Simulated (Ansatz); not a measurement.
The system is Pt.

```
Pt
1.0
    -1.58422    1.58422    1.58422
     1.58422   -1.58422    1.58422
     1.58422    1.58422   -1.58422
Pt
1
Direct
  0.00000 0.00000 0.00000
```

This isn't the form of Pt at room conditions, which is fcc.

Below is the output of Ansatz 0.2.0 for this cell. Logs are shortened: lines on timing, memory, paths and dates and some standing lists are left out, and cuts for length are marked.

```text
Warning: RAYON_NUM_THREADS=2 ignored (pool sized by the plan → 2); use --threads N
Engine: ansatz 0.2.0, x86_64-unknown-linux-gnu
Pseudopotentials: kind: paw
Pseudopotential: Pt, paw, valence charge 18, recommended cutoff 420 eV (normal), Pt.paw.azcp
Functional definition: PBEsol
  exchange = pbesol_x
  correlation = pbesol_c
Crystal: 1 atoms, lattice volume = 15.904 Å³
Basis set: ecut = 420 eV, 321 PW (Γ), exchange–correlation on 40×40×40 points (8 copies of the dense FFT grid, shifted against one another)
Bands: 13, of which v1, the nominal top of the filled ones, is band 9 counted from 1 (8 counted from 0)
Symmetry: 48 space group operations
Space group: Im-3m (ITA 229), of the structure as read, at distance tolerance 2.5e-5 Å
k-points: 72 of 1728
Non-local potential: Pt, projectors of the file, l = 0: 3, l = 1: 2, l = 2: 2, l = 3: 1
PAW form: soft (Blöchl's): semilocal exchange-correlation on the pseudo side does not see the compensation charge
PAW frozen core: Pt, regenerated for the run's functional, and the local potential with it (the file was generated under x = pbe(κ = 0.804, μ = 0.2195149727645171), c = pbe(β = 0.06672455060314922))
PAW one-centre angular grid: Pt, 590 points (default); XC on 64 Gauss nodes
Initial density: superposition of atomic densities (neutral atoms: chi_scale 0, normalization atom), corrected by the library's trained network
Initial wavefunctions: pseudopotential atomic-orbital guess
Functional: x = pbesol(κ = 0.804, μ = 0.12345679012345678), c = pbesol(β = 0.046)
SCF iter   1: F=—  HF=-12383.700387 eV  |F-HF|=—  |Δ(HF+E_count)|=         —  Δρ=5.11e-3  dr2=2.78e-3  ethr=1.77e-3  ⟨swp⟩=5.0  Hψ=5191  notcnv=0
preconditioner: auto → none  [metal: Δε(μ)=0.087 eV  Ē_g=13.521 eV  σ=0.050 eV  W_gap=0.41  n_scr=0 (ndim 8)  ℏωp=29.4 eV  f_vac=0.000  D(μ)=0.69/eV (n_scr^D=0)]
SCF iter   2: F=—  HF=-12383.699797 eV  |F-HF|=—  |Δ(HF+E_count)|=   5.91e-4  Δρ=1.92e-3  dr2=1.73e-4  ethr=1.54e-5  ⟨swp⟩=2.4  Hψ=1992  notcnv=0
SCF iter   3: F=—  HF=-12383.699821 eV  |F-HF|=—  |Δ(HF+E_count)|=   2.41e-5  Δρ=9.99e-4  dr2=3.29e-5  ethr=9.59e-7  ⟨swp⟩=2.5  Hψ=1447  notcnv=0
SCF iter   4: F=—  HF=-12383.699850 eV  |F-HF|=—  |Δ(HF+E_count)|=   2.89e-5  Δρ=1.67e-4  dr2=8.62e-7  ethr=1.83e-7  ⟨swp⟩=2.0  Hψ=1384  notcnv=0
iter 5 did not close the SCF: its close was put off for the readings that it lacked (scf_convergence_deferred on its scf_iter line)
SCF iter   5: F=-12383.699851 eV  HF=-12383.699851 eV  |F-HF|=5.54e-9  |Δ(HF+E_count)|=   1.02e-6  Δρ=1.70e-5  dr2=1.10e-8  ethr=4.79e-9  ⟨swp⟩=2.2  Hψ=1412  notcnv=0
SCF iter   6: F=-12383.699851 eV  HF=-12383.699851 eV  |F-HF|=1.27e-11  |Δ(HF+E_count)|=   6.50e-9  Δρ=8.33e-7  dr2=3.20e-11  ethr=6.10e-11  ⟨swp⟩=4.1  Hψ=4481  notcnv=0
SCF 1 converged in 6 iterations: F = -12383.699851 eV  dr2 = 3.20e-11
  greatest PAW one-centre occupation: 1.000 electrons in one spin orbital (limit 2), on the Pt atom at site 0 (counted from 0), in its partial waves of l = 0
[... 47 lines left out ...]
Free energy (F): -12383.672518 eV
Harris-Foulkes:  -12383.672518 eV  (|F-HF|=5.46e-12)
Internal energy: -12383.667327 eV  (E = F + TS)
E sigma→0 (E₀):  -12383.669923 eV
Entropy (-TS):   -0.005191 eV (-5.191 meV/atom)
Fermi energy:    24.597549 eV
--- Per-component energies (eV) ---
  E_band       = -104.824785
  E_kinetic    = 641.036947
  E_local      = -1392.768108  (includes V_loc(G=0)·N_el)
  E_nonlocal   = 203.299886
  E_hartree    = 519.572376
  E_xc         = -261.462732
  E_vxc        = -303.894473  (∫ρ·V_xc dr)
  E_paw        = -9316.748980  (= ΣΔE_a)
  E_vpaw       = -291.644008  (= ΣTr[D̂ρ^β])
  E_aug_tail   = 0.000187  (compensation charges beyond the density's cutoff)
  E_ewald      = -2776.883886
  E_core_change = 0.286981  (= ΣΔE_core)
  E_smearing   = -0.005191  (= −TS)
  E_closure    = 0.000000  (closes the sum)
  Σ components = -12383.672518   (vs F -12383.672518, Δ=0.00e0)
--- Forces (eV/Å), atoms counted from 1 ---
  atom   1  Pt     0.00000000     0.00000000     0.00000000
  max |Σ_I F_I| component: 1.31e-31 eV/Å
--- Stress (GPa, compression-positive) ---
       20.047170       0.000000       0.000000
        0.000000      20.047170      -0.000000
       -0.000000      -0.000000      20.047170
  P = ⅓ Tr σ = 20.0472 GPa (200.472 kbar)
--- Band table (eV; the first three rows and the last of 72) ---
  k-point 0: bands = ["-73.7427", "-27.6558", "-27.6558", "-27.6558", "14.0474", "20.6135", "20.6135", "20.6135", "23.5269", "23.5269", "41.6472", "41.6472", "41.6472"]
  k-point 1: bands = ["-73.7394", "-27.6969", "-27.6698", "-27.6555", "14.3593", "20.4826", "20.6090", "20.8763", "23.3571", "23.5361", "41.8046", "41.9858", "42.1171"]
  k-point 2: bands = ["-73.7306", "-27.8085", "-27.7082", "-27.6550", "15.2217", "20.1414", "20.5667", "21.6382", "23.0700", "23.5736", "41.8384", "42.1374", "43.4552"]
  k-point 71: bands = ["-73.6561", "-28.0957", "-28.0957", "-28.0957", "17.5322", "17.5322", "25.3558", "25.3558", "25.3558", "32.5551", "32.5551", "32.5551", "38.9667"]
--- Relaxed structure (4 steps of the walk, 4 accepted, 1 SCFs on fresh bases) ---
  F+E_penalty+E_count = -12383.67251818 eV   max|allowed force component| = 0.000e0 eV/Å   (the final SCF, on the basis selected at the relaxed cell)
  cell:  # Å, volume = 14.2865 Å³
    - [-1.5285829603178982, 1.5285829603178984, 1.5285829603178982]
    - [1.5285829603178982, -1.5285829603178984, 1.5285829603178982]
    - [1.5285829603178982, 1.5285829603178984, -1.5285829603178982]
  atoms:
    - { symbol: Pt, position: [0.0, 0.0, 0.0] }
```

Task: Write the input and the command behind it.

Result: Relaxation of cell and atoms with PBEsol, no spin polarisation. The files as run (others can give the same):

input.yaml
```yaml
crystal:
  lattice:
    - [-1.58422, 1.58422, 1.58422]
    - [1.58422, -1.58422, 1.58422]
    - [1.58422, 1.58422, -1.58422]
  atoms:
    - { symbol: Pt, position: [0.0, 0.0, 0.0] }
hamiltonian:
  xc: pbesol
  pseudopotentials: { kind: paw }
kpoints:
  mp_grid: { grid: [12, 12, 12] }
scf:
  occupations: { method: fermi_dirac, width: 0.05 }
output:
  forces: true
  stress: true
  eigenvalues: true
  write_density: true
  write_potential: true
  elf: true
  volumetric_format: npy
relax:
  f_tol: 0.01
  max_steps: 40
  cell: { stress_tol: 0.05, p_target: 20.0 }
```

Potentials or basis: Ansatz PAW.
Launch:
```bash
$ ansatz run input.yaml --threads 2 --pin off --max-ram 5632MiB --backend cpu --events-out ev --progress --plain --runs-dir out
```

Caveat: the plane-wave basis is chosen anew once the cell has moved, so the energies of steps on either side of that aren't comparable; the PAW data sets come from PBE, with cores solved anew for the run's functional, which leaves a small shift of forces and pressure.
